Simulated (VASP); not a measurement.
# Ba (Pm-3m) in VASP: a series of runs

Runs on Ba. Level: PBE. Tasks: single point.

Program: VASP 6.6.1. These are calculated values, not measurements. Logs are shortened: lines on timing, memory, paths and dates and some standing lists are left out, and cuts for length are marked.

**1. The crystal as given**

Symmetry: Pm-3m, No. 221, cubic system. The conventional cell has a = 3.918 Å, b = 3.918 Å, c = 3.918 Å, α = 90.00°, β = 90.00°, γ = 90.00°. Around Ba (site symmetry m-3m) lie 6 Ba at 3.92 Å.

This isn't the form of Ba at room conditions, which is bcc.

**2. Single point, PBE**

Contents of INCAR:

```
PREC = Low
ENCUT = 450
EDIFF = 1E-6
ISMEAR = 1
SIGMA = 0.2
LREAL = F
LASPH = T
NELM = 100
ALGO = Normal
ISIF = 2
LWAVE = F
LCHARG = F
GGA = PE
ADDGRID = F
```

Contents of KPOINTS:

```
regular mesh
0
Gamma
  11 11 11
```

Contents of POSCAR:

```
Ba
1.0
    3.9784390000     -0.0454340000      0.0410850000
   -0.0454340000      3.9110040000      0.0402290000
    0.0410850000      0.0402290000      3.8659060000
Ba
1
Direct
   -0.0007550000      0.0095990000     -0.0077320000
```

Potentials or basis: VASP PAW PBE potentials, release 64 (Ba_sv).

Launch:

```console
$ cat potpaw_PBE.64/Ba_sv/POTCAR > POTCAR
$ mpirun -np 1 vasp_std > vasp.out
```

OUTCAR:

```text
PREC = Low
   ENCUT = 450
   EDIFF = 1E-6
   ISMEAR = 1
   LREAL = F
   LASPH = T
   NELM = 100
   ISIF = 2
   GGA = PE

 Found    666 irreducible k-points:

 Following reciprocal coordinates:
            Coordinates               Weight
  0.000000  0.000000  0.000000      1.000000
  0.090909 -0.000000  0.000000      2.000000
  0.181818 -0.000000 -0.000000      2.000000
  0.272727 -0.000000 -0.000000      2.000000
  0.363636 -0.000000  0.000000      2.000000
  0.454545 -0.000000 -0.000000      2.000000
   k-points           NKPTS =    666   k-points in BZ     NKDIM =    666   number of bands    NBANDS=      9
   number of dos      NEDOS =    301   number of ions     NIONS =      1
   total plane-waves  NPLWV =   9600
   dimension x,y,z NGX =    24 NGY =   20 NGZ =   20
   dimension x,y,z NGXF=    24 NGYF=   20 NGZF=   20
   ions per type =               1
   NGX,Y,Z   is equivalent  to a cutoff of  10.03,  8.50,  8.60 a.u.
   NGXF,Y,Z  is equivalent  to a cutoff of  10.03,  8.50,  8.60 a.u.
 SYSTEM =  unknown system
   PREC   = low       normal or accurate (medium, high low for compatibility)
   ISTART =      0    job   : 0-new  1-cont  2-samecut
   ICHARG =      2    charge: 1-file 2-atom 10-const
   ISPIN  =      1    spin polarized calculation?
   LNONCOLLINEAR =      F non collinear calculations
   LSORBIT =      F    spin-orbit coupling
   LASPH  =      T    aspherical Exc in radial PAW
   ENCUT  =  450.0 eV  33.07 Ry    5.75 a.u.   6.88  6.77  6.69*2*pi/ulx,y,z
   NELM   =    100;   NELMIN=  2; NELMDL= -5     # of ELM steps
   EDIFF  = 0.1E-05   stopping-criterion for ELM
   LREAL  =      F    real-space projection
   EDIFFG = 0.1E-04   stopping-criterion for IOM
   NSW    =      0    number of steps for IOM
   IBRION =     -1    ionic relax: 0-MD 1-quasi-New 2-CG
   NFREE  =      0    steps in history (QN), initial steepest desc. (CG)
   ISIF   =      2    stress and relaxation
   ISYM   =      2    0-nonsym 1-usesym 2-fastsym
   POTIM  = 0.5000    time-step for ionic-motion
   TEBEG  =    0.0;   TEEND  =   0.0 temperature during run
   PSTRESS=    0.0 pullay stress
   NELECT =      10.0000    total number of electrons
   NUPDOWN=      -1.0000    fix difference up-down
   EMIN   =  10.00;   EMAX   =-10.00  energy-range for DOS
   EFERMI =   0.00;   METHOD = LEGACY
   ISMEAR =     1;   SIGMA  =   0.20  broadening in eV -4-tet -1-fermi 0-gaus
   EFERMI_NEDOS =   21; number of points for ismear=-14 and -15
   IALGO  =     38    algorithm
   IMIX   =      4    mixing-type and parameters
     AMIX     =   0.40;   BMIX     =  1.00
     AMIX_MAG =   1.60;   BMIX_MAG =  1.00
  volume/ion in A,a.u.               =      60.13       405.78
  Fermi-wavevector in a.u.,A,eV,Ry     =   0.900275  1.701272 11.027447  0.810495
  Thomas-Fermi vector in A             =   2.023212
   LORBIT       =      0    0 simple, 1 ext, 2 COOP (PROOUT), +10 PAW based schemes
   GGA     = PE    functional components
   LHFCALC =     F    Hartree Fock is set to
   AEXX    =    0.0000 exact exchange contribution
   IVDW    =     0    specifies the selected vdW correction
   LEPSILON=     F    determine dielectric tensor
   LRPA    =     F    only Hartree local field effects (RPA)
 non-spin polarized calculation
 Methfessel and Paxton  Order N= 1 SIGMA  =   0.20
  energy-cutoff  :      450.00
  volume of cell :       60.13
 maximum number of plane-waves:      1324
   NGX = 13   NGY = 13   NGZ = 13

 number of electron      10.0000000 magnetization

 number of electron       9.9999869 magnetization

 Free energy of the ion-electron system (eV)
  ---------------------------------------------------
  ext. energy  EPLUGINS =         0.00000000
  ---------------------------------------------------
  free energy    TOTEN  =        -1.59440530 eV

  energy without entropy =       -1.60274984  energy(sigma->0) =       -1.59718681

 E-fermi :   1.7112     XC(G=0):  -7.5437

 val. band max:        1.7108490856   @ k =  -0.4545  -0.4545   0.4545
 cond. band min:       1.7179573745   @ k =   0.4545  -0.4545   0.4545
 fundamental gap:      0.0071082889
 Fermi energy:         1.7112366188

 k-point     1 :       0.0000    0.0000    0.0000
  band No.  band energies     occupation
      1     -27.4115      2.00000
      2     -12.2627      2.00000
      3     -12.2187      2.00000
      4     -12.1862      2.00000
      5      -0.8517      2.00000
      6       1.7580      0.61632
      7       1.7662      0.55377
      8       6.6095      0.00000
      9       6.6929      0.00000

 k-point     2 :       0.0909   -0.0000    0.0000
  band No.  band energies     occupation
      1     -27.4072      2.00000
      2     -12.3206      2.00000
      3     -12.2141      2.00000
      4     -12.1816      2.00000
      5      -0.7288      2.00000
      6       1.7943      0.35970
      7       1.8842     -0.00955
      8       6.3007      0.00000
      9       6.3979      0.00000

 k-point     3 :       0.1818   -0.0000   -0.0000
  band No.  band energies     occupation
      1     -27.3957      2.00000
      2     -12.4717      2.00000
      3     -12.2013      2.00000
      4     -12.1689      2.00000
      5      -0.3976      2.00000
      6       1.8942     -0.02782
      7       2.2012     -0.00289
      8       5.7075     -0.00000
      9       5.8163      0.00000

 k-point     4 :       0.2727   -0.0000   -0.0000
  band No.  band energies     occupation
      1     -27.3806      2.00000
      2     -12.6606      2.00000
      3     -12.1843      2.00000
      4     -12.1522      2.00000
      5       0.0578      2.00000
      6       2.0348     -0.04449
      7       2.5555     -0.00000
      8       5.1405     -0.00000
      9       5.2549     -0.00000

 k-point     5 :       0.3636   -0.0000    0.0000
  band No.  band energies     occupation
      1     -27.3665      2.00000
      2     -12.8262      2.00000
      3     -12.1686      2.00000
      4     -12.1367      2.00000
      5       0.5439      2.00000
      6       2.1756     -0.00495
      7       2.6730     -0.00000
      8       4.7229     -0.00000
      9       4.8401     -0.00000

 k-point     6 :       0.4545   -0.0000   -0.0000
  band No.  band energies     occupation
      1     -27.3582      2.00000
      2     -12.9213      2.00000
      3     -12.1592      2.00000
      4     -12.1275      2.00000
      5       0.9187      2.00000
      6       2.2656     -0.00063
      7       2.5456     -0.00000
      8       4.5024     -0.00000
      9       4.6222     -0.00000

 [... further k-points ...]
[... 5 lines left out ...]
  --------------------------------------------------------------------------------------
  -------------------------------------------------------------------------------------
  Total       -0.0781096      0.1432862      0.3010919     -0.0489383      0.0399153      0.0427063
  in kB       -2.0812074      3.8178199      8.0225090     -1.3039477      1.0635323      1.1378976
  external PRESSURE =       3.2530405 kB  Pullay stress =       0.0000000 kB

 VOLUME and BASIS-vectors are now :
 -----------------------------------------------------------------------------
  energy-cutoff  :      450.00
  volume of cell :       60.13
      direct lattice vectors                 reciprocal lattice vectors
     3.978439000 -0.045434000  0.041085000     0.251416447  0.002948496 -0.002702616
    -0.045434000  3.911004000  0.040229000     0.002948496  0.255750771 -0.002692703
     0.041085000  0.040229000  3.865906000    -0.002702616 -0.002692703  0.258728319

 POSITION                                       TOTAL-FORCE (eV/Angst)
 -----------------------------------------------------------------------------------
      4.01577      0.03206      3.87745         0.000000      0.000000      0.000000
 -----------------------------------------------------------------------------------
    total drift:                               -0.000272     -0.000034     -0.000224

  FREE ENERGIE OF THE ION-ELECTRON SYSTEM (eV)
  ---------------------------------------------------
  free  energy   TOTEN  =        -1.5944053015 eV

  energy  without entropy=       -1.6027498359  energy(sigma->0) =       -1.59718681
```

Wall time 78 s (1 thread of Intel Xeon Platinum 8259CL at 2.50GHz (Skylake/Cascade Lake), shared host); peak memory 0.37 GiB.

The run converged, but some of its settings lie outside the range that counts as converged, so its numbers aren't taken as properties of the crystal.

Results:

| Property | Result |
| --- | --- |
| Free energy | -1.5944 eV |
| Pressure | 0.3 GPa |
| Band gap on the k mesh | none (metal or under the smearing width) |

**3. Single point, PBE**

INCAR, as its differences from that of step 2:

```diff
@@ -1,2 +1,2 @@
-PREC = Low
+PREC = Normal
 ENCUT = 450
```

KPOINTS is that of step 2.

Contents of POSCAR:

```
Ba
1.0
    3.9177175405      0.0000000000      0.0000000000
    0.0000000000      3.9177175405      0.0000000000
    0.0000000000      0.0000000000      3.9177175405
Ba
1
Direct
    0.0000000000      0.0000000000      0.0000000000
```

Potentials or basis: VASP PAW PBE potentials, release 64 (Ba_sv).

Launch:

```console
$ cat potpaw_PBE.64/Ba_sv/POTCAR > POTCAR
$ mpirun -np 1 vasp_std > vasp.out
```

Run time: 7.9 s. Hardware: 1 thread of Intel Xeon Platinum 8259CL at 2.50GHz (Skylake/Cascade Lake), shared host; peak memory 0.14 GiB.

These settings aren't checked as converged: the numbers below hold their error.

What came out:

```yaml
Free_energy: -1.5957 eV
Pressure: 0.3 GPa
Band_gap_on_the_k_mesh: 0.07 eV, indirect (least direct gap 0.09 eV)
```

Caveat: spin-orbit coupling is left out, which moves the levels of the heavy elements; an odd mesh through Γ misses points on the zone boundary, where band edges often lie.
